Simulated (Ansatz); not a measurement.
**Moving the pressure in FeAl**

The cell as given:

It takes space group Pm-3m (No. 221, cubic). The conventional cell has a = 2.910 Å, b = 2.910 Å, c = 2.910 Å, α = 90.00°, β = 90.00°, γ = 90.00°. Fe (site symmetry m-3m) has 8 Al at 2.52 Å as nearest neighbours. Al (site symmetry m-3m) has 8 Fe at 2.52 Å as nearest neighbours.

Kept alike: task relaxation of cell and atoms; functional PBEsol; k mesh 9 × 9 × 9; occupations fermi-dirac, width 0.05 eV; collinear spin, ferromagnetic start. Program: Ansatz, all-electron LAPW, scalar-relativistic. The mesh is that of the run's cell of 2 atoms. No spin-orbit coupling.

| run | volume (Å³/atom) | largest site moment (μB) |
| --- | --- | --- |
| A | 10.960 | 0.59 |
| B | 11.500 | 0.65 |
| C | 10.523 | 0.50 |
| D | 11.214 | 0.62 |

The relaxations keep at least the cell's symmetry (Pm-3m). For a metal such a mesh leaves the last digits unconverged. Runs of this series that gave no sound value for these columns are left out. The runs follow the start's structure, whether or not it is the stable one at these pressures. P is the pressure aimed at, which the runs meet within some hundredths to tenths of a GPa. The runs hold the magnetic state that their start led to, which needn't be the lowest. Site moments count inside each atom's sphere or projector.

Question: The runs differ in the pressure alone: 0; 5; 10; 20 GPa. Which run is which?

Answer: Run A is 10 GPa; run B is 0 GPa; run C is 20 GPa; run D is 5 GPa. The volume falls from 11.500 to 10.523 Å³/atom between 0 and 20 GPa. The volume falls ever more slowly, since the solid stiffens under load. At the pressures aimed at, which the runs meet within some tenths of a GPa, the step from 0 to 5 GPa gives a mean bulk modulus near 199 GPa, the last step 246 GPa. The largest site moment falls from 0.65 to 0.50 μB between 0 and 20 GPa.
